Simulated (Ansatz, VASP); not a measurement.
## P in VASP and in Ansatz

File INCAR:

```
SYSTEM = P
PREC = Accurate
ENCUT = 520
EDIFF = 1E-6
ISMEAR = 0
SIGMA = 0.1
LREAL = .False.
LASPH = .True.
NELM = 60
ALGO = Normal
ISIF = 2
LWAVE = .False.
LCHARG = .True.
GGA = PS
LELF = .True.
LVHAR = .True.
NBANDS = 8
```

The input KPOINTS:

```
regular mesh
0
Gamma
  22 22 22
  0 0 0
```

The input POSCAR:

```
P
1.0
   -1.3369651672      1.3369651672      2.3699456309
    1.3369651672     -1.3369651672      2.3699456309
    1.3369651672      1.3369651672     -2.3699456309
P
1
Direct
    0.0000000000      0.0000000000      0.0000000000
```

Input for Ansatz:

```yaml
crystal:
  lattice:
    - [-1.3369651672, 1.3369651672, 2.3699456309]
    - [1.3369651672, -1.3369651672, 2.3699456309]
    - [1.3369651672, 1.3369651672, -2.3699456309]
  atoms:
    - { symbol: P, position: [0.0, 0.0, 0.0] }
basis:
  ecutwfc: 420
kpoints:
  mp_grid: { grid: [22, 22, 22] }
hamiltonian:
  xc: pbesol
scf:
  occupations: { method: gaussian, width: 0.1 }
output:
  forces: true
  stress: true
  eigenvalues: true
```

Alike in both runs: task single point; functional PBEsol; k mesh 22 × 22 × 22; occupations gaussian, width 0.1 eV; no spin polarisation.

|  | VASP | Ansatz |
| --- | --- | --- |
| version | VASP 6.6.1 | Ansatz 0.2.0 |
| potentials or method | VASP PAW PBE potentials, release 64 (P) | scalar-relativistic, plane waves, PAW |
| plane-wave cutoff (eV) | 520 | 420 |
| valence electrons in the cell | 5 | 5 |

Ansatz gave:

| Item | Value |
| --- | --- |
| gap on the k mesh at the Fermi level (eV) | none |
| pressure (GPa) | -13.9 |
| largest component of the traceless stress (GPa) | 6.77 |

**Question.** What did VASP give for the same quantities?

**Answer.** gap on the k mesh at the Fermi level (eV): none; pressure (GPa): -13.8; largest component of the traceless stress (GPa): 6.76.

A gap of «none» marks a metal or a gap that the smearing closes.

Caveats: the PAW data sets were made with another functional, which shifts forces and pressure a little (VASP).
